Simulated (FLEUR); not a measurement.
# Rh: equation of state with r2SCAN

**What was measured.**

From “Thermal equation of state of rhodium characterized by XRD in a resistively heated diamond anvil cell”, 2024, pmc:11535440, for a bulk crystal of Rh: bulk modulus 264 ± 1 GPa.

Rh:

```
Rh
1.0
     0.00000    1.89785    1.89785
     1.89785    0.00000    1.89785
     1.89785    1.89785    0.00000
Rh
1
Direct
  0.00000 0.00000 0.00000
```

```yaml
Program: FLEUR MaX-R8.1 (later development tree)
Task: equation of state
Functional: r2SCAN
Potentials_or_basis: all-electron
Basis: FLAPW
Kmax: 4.26 1/bohr
k_mesh: 12 × 12 × 12
Occupations: fermi-dirac, width 0.05 eV
Spin: no spin polarisation
Gmax: 13.2 1/bohr
Muffin-tin_radii: Rh 2.3 bohr
lmax: Rh 9
lnonsphr: Rh 9
Local_orbitals_a_species: Rh 5
```

```
Equilibrium volume : 13.72 Å³/atom
Bulk modulus       : 283 GPa
```

Energy against volume, from the lowest point:
```tsv
volume (Å³/atom)	energy (meV/atom)
12.851	55.45
13.125	24.96
13.671	0.00
14.218	14.73
14.492	34.02
```

Against the measured bulk modulus of Rh, 264 GPa (quoted in “Thermal equation of state of rhodium characterized by XRD in a resistively heated diamond anvil cell”, 2024, pmc:11535440), the calculated 283 GPa is off by +7.0 %. The fit is for a static lattice scaled at fixed shape and fixed fractional positions.

Caveat: the meta-GGA is that of a development version, with a GGA for the radial functions and cores and without core tails.
